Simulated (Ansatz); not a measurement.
**Molecular dynamics of WS2**

input.yaml

```yaml
crystal:
  lattice:
    - [-3.259941, -1.882128, 6.362286]
    - [3.259941, -1.882128, 6.362286]
    - [0.0, 3.764255, 6.362286]
  atoms:
    - { symbol: W, position: [0.07746249, -0.00218065, -0.10313775] }
    - { symbol: S, position: [0.25181999, 0.29470642, 0.19081088] }
    - { symbol: S, position: [0.4411936, 0.45556408, 0.29130686] }
    - { symbol: W, position: [0.52518459, 0.52342128, -0.09968012] }
    - { symbol: S, position: [0.80095747, 0.77463125, 0.18833557] }
    - { symbol: S, position: [0.95909025, 0.92938663, 0.32627612] }
    - { symbol: W, position: [0.53618205, 0.00432514, 0.39168096] }
    - { symbol: S, position: [0.73322159, 0.29332762, 0.66095128] }
    - { symbol: S, position: [0.939437, 0.4208107, 0.82954839] }
    - { symbol: W, position: [0.03031335, 0.51675881, 0.43668758] }
    - { symbol: S, position: [0.27794232, 0.77579163, 0.63138693] }
    - { symbol: S, position: [0.51550311, 0.89695025, 0.78578428] }
basis:
  ecutwfc: 420.0
kpoints:
  mp_grid: { grid: [2, 2, 2] }
hamiltonian:
  xc: lda
scf:
  occupations: { method: fermi_dirac, width: 0.17 }
  lower_state_search: "off"
md:
  timestep: 2
  n_steps: 309
  ensemble: nvt_langevin
  temperature: 1600.0
  initial_velocities: maxwell_boltzmann
  seed: 78626
  friction: 0.02
  temperature_schedule:
    - { n_steps: 232, end_temperature: 300.0 }
    - { n_steps: 77, end_temperature: 300.0 }
```

Command:

```bash
$ ansatz run input.yaml --threads 1 --pin off --max-ram 3072MiB --backend cpu --events-out ev --progress --plain --runs-dir out
```

It goes on from the last frame of an earlier run, with new velocities.

Output, in part (step lines):

```
md step     0: t =     0.00 fs  T =  1466.7 K (target 1600.0 K)  F+E_penalty+E_count = -47482.86481701 eV  E_kin = 2.274976 eV  (12 SCF iters)
md step     1: t =     2.00 fs  T =  1749.7 K (target 1597.2 K)  F+E_penalty+E_count = -47482.91361441 eV  E_kin = 2.713998 eV  (10 SCF iters)
md step     2: t =     4.00 fs  T =  1754.7 K (target 1591.6 K)  F+E_penalty+E_count = -47482.98263434 eV  E_kin = 2.721782 eV  (9 SCF iters)
md step     3: t =     6.00 fs  T =  1846.4 K (target 1586.0 K)  F+E_penalty+E_count = -47483.05932181 eV  E_kin = 2.864038 eV  (9 SCF iters)
md step     4: t =     8.00 fs  T =  1954.7 K (target 1580.4 K)  F+E_penalty+E_count = -47483.16837226 eV  E_kin = 3.032003 eV  (9 SCF iters)
md step     5: t =    10.00 fs  T =  1852.9 K (target 1574.8 K)  F+E_penalty+E_count = -47483.28616784 eV  E_kin = 2.874076 eV  (8 SCF iters)
md step     6: t =    12.00 fs  T =  1780.1 K (target 1569.2 K)  F+E_penalty+E_count = -47483.39924759 eV  E_kin = 2.761118 eV  (7 SCF iters)
md step     7: t =    14.00 fs  T =  1815.8 K (target 1563.6 K)  F+E_penalty+E_count = -47483.48652535 eV  E_kin = 2.816448 eV  (7 SCF iters)
[... lines left out ...]
md step   308: t =   616.00 fs  T =   274.6 K (target 300.0 K)  F+E_penalty+E_count = -47485.74392273 eV  E_kin = 0.425889 eV  (5 SCF iters)
md step   309: t =   618.00 fs  T =   279.0 K (target 300.0 K)  F+E_penalty+E_count = -47485.72813485 eV  E_kin = 0.432735 eV  (8 SCF iters)
```

The steps, from the saved trajectory:

```csv
time (fs),T (K),potential energy less start (eV)
0.0,1467,0.000
20.0,1882,-0.633
40.0,1948,0.183
60.0,1589,0.367
80.0,1828,-0.896
100.0,1033,-0.295
120.0,1233,-1.497
140.0,1271,-1.666
160.0,998,-2.123
180.0,1056,-2.232
200.0,988,-1.925
220.0,968,-1.855
240.0,937,-2.043
260.0,813,-2.107
280.0,1042,-2.107
300.0,864,-1.921
320.0,993,-2.310
340.0,695,-2.238
360.0,616,-2.709
380.0,544,-2.502
400.0,718,-2.373
420.0,882,-2.173
440.0,555,-1.771
460.0,709,-2.494
480.0,346,-2.252
500.0,436,-2.688
520.0,442,-2.804
540.0,415,-2.942
560.0,356,-2.794
580.0,299,-2.897
600.0,411,-2.948
```

All steps were run. The schedule's set-point averaged 409 K over the second half and the system 546 K, so it lags behind the ramp. A run of 0.62 ps of so small a system gives no equilibrium averages. Limits of this set-up: coarse k mesh.

Mean squared displacements from the first frame to the last, about the centre of mass: W 0.04 Å², S 0.08 Å².

Last frame:

```xyz
12
Lattice="-3.2599 -1.8821 6.3623 3.2599 -1.8821 6.3623 0.0000 3.7643 6.3623" Properties=species:S:1:pos:R:3
W 0.043 -0.591 -0.224
S 0.158 -0.591 4.591
S 0.031 -0.642 7.643
W 0.002 -2.564 6.152
S 0.101 -2.526 10.969
S -0.067 -2.475 14.055
W -1.564 0.279 6.166
S -1.681 0.246 10.887
S -1.639 0.347 14.034
W 1.671 0.331 6.091
S 1.685 0.352 10.976
S 1.681 0.388 14.016
```

Run time: 27 min on 1 thread of Arm Neoverse V1, on a shared host, peak memory 0.6 GiB.
